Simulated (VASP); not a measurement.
Method: vdW-DF2, VASP's PBE PAW potentials (set 64) (plane waves; VASP 6.6.1).

VASP ran on this input.

INCAR:
```
LORBIT = 11   ! lm-projected
GGA = ML
EDIFF = 1E-7   ! SCF stop (eV)
LWAVE = .FALSE.
ALGO = Normal
ENCUT = 520
SIGMA = 0.05
NELM = 100
LASPH = .TRUE.   ! aspherical one-centre terms
LUSE_VDW = .TRUE.
LCHARG = .FALSE.
AGGAC = 0.0
ICHARG = 11   ! fixed density
LREAL = .FALSE.   ! projection in real space or not
PREC = Accurate
LMAXMIX = 4   ! l cut-off of mixed one-centre charges
SYSTEM = ZrO2
ISMEAR = 0   ! Gaussian
ZAB_VDW = -1.8867
```

File KPOINTS:
```
k-points along high-symmetry lines
15
Line-mode
Reciprocal
  0.000000   0.000000   0.000000 ! GAMMA
  0.500000   0.000000   0.500000 ! X

  0.500000   0.000000   0.500000 ! X
  0.625000   0.250000   0.625000 ! U

  0.375000   0.375000   0.750000 ! K
  0.000000   0.000000   0.000000 ! GAMMA

  0.000000   0.000000   0.000000 ! GAMMA
  0.500000   0.500000   0.500000 ! L

  0.500000   0.500000   0.500000 ! L
  0.500000   0.250000   0.750000 ! W

  0.500000   0.250000   0.750000 ! W
  0.500000   0.000000   0.500000 ! X
```

File POSCAR:
```
ZrO2
1
    0.0000000000     2.6012005453     2.6012005453
    2.6012005453     0.0000000000     2.6012005453
    2.6012005453     2.6012005453     0.0000000000
Zr O
1 2
Direct
  0.0000000000   0.0000000000   0.0000000000
  0.2500000000   0.2500000000   0.2500000000
  0.7500000000   0.7500000000   0.7500000000
```

POTCAR, in this order: Zr_sv O (PBE.64 set). Program: vasp_std. Read from the step before: CHGCAR.

The resulting files:

File OSZICAR:
```
       N       E                     dE             d eps       ncg     rms          rms(c)
DAV:   1     0.191557163896E+03    0.19156E+03   -0.14616E+04  2880   0.153E+03
DAV:   2    -0.141454223251E+02   -0.20570E+03   -0.20236E+03  3912   0.380E+02
DAV:   3    -0.219697953944E+02   -0.78244E+01   -0.78152E+01  4552   0.717E+01
DAV:   4    -0.221123931117E+02   -0.14260E+00   -0.14257E+00  3880   0.782E+00
DAV:   5    -0.221154218596E+02   -0.30287E-02   -0.30287E-02  4008   0.779E-01
DAV:   6    -0.221154500174E+02   -0.28158E-04   -0.28158E-04  3808   0.865E-02
DAV:   7    -0.221154504954E+02   -0.47799E-06   -0.47800E-06  4112   0.858E-03
DAV:   8    -0.221154504988E+02   -0.33565E-08   -0.33613E-08  3216   0.966E-04
   1 F= -.22115450E+02 E0= -.22115450E+02  d E =-.564576E-21
```

**OUTCAR**
```
 val. band max:        6.4765290819   @ k =   0.5000   0.0000   0.5000

 cond. band min:       9.7224860036   @ k =   0.0000   0.0000   0.0000



 k-point     1 :       0.0000    0.0000    0.0000
  band No.  band energies     occupation
      1     -42.1570      2.00000
      2     -19.8589      2.00000
      3     -19.8589      2.00000
      4     -19.8589      2.00000
      5     -11.2911      2.00000
      6      -9.0172      2.00000
      7       1.7548      2.00000
      8       1.7548      2.00000
      9       1.7548      2.00000
     10       5.9758      2.00000
     11       5.9758      2.00000
     12       5.9758      2.00000
     13       9.7225      0.00000
     14       9.7225      0.00000
     15      12.7680      0.00000
     16      15.0300      0.00000

 k-point     2 :       0.0357    0.0000    0.0357
  band No.  band energies     occupation
      1     -42.1565      2.00000
      2     -19.8662      2.00000
      3     -19.8605      2.00000
      4     -19.8605      2.00000
      5     -11.2711      2.00000
      6      -9.0327      2.00000
      7       1.7676      2.00000
      8       1.7676      2.00000
      9       1.8011      2.00000
     10       5.8682      2.00000
     11       5.9789      2.00000
     12       5.9789      2.00000
     13       9.7348      0.00000
     14       9.7685      0.00000
     15      12.8305      0.00000
     16      14.9918      0.00000

 k-point     3 :       0.0714    0.0000    0.0714
  band No.  band energies     occupation
      1     -42.1549      2.00000
      2     -19.8873      2.00000
      3     -19.8651      2.00000
      4     -19.8651      2.00000
      5     -11.2119      2.00000
      6      -9.0776      2.00000
      7       1.8062      2.00000
      8       1.8062      2.00000
      9       1.9383      2.00000
     10       5.5724      2.00000
     11       5.9871      2.00000
     12       5.9871      2.00000
     13       9.7713      0.00000
     14       9.8859      0.00000
...
```

The density is held fixed in this step, so its total energy and stress have no physical meaning.

The compound is ZrO2 in the fluorite structure, the high-temperature cubic form, which is unstable at 0 K; the monoclinic form is the stable one. It was relaxed first, which changed the volume by +7 %.
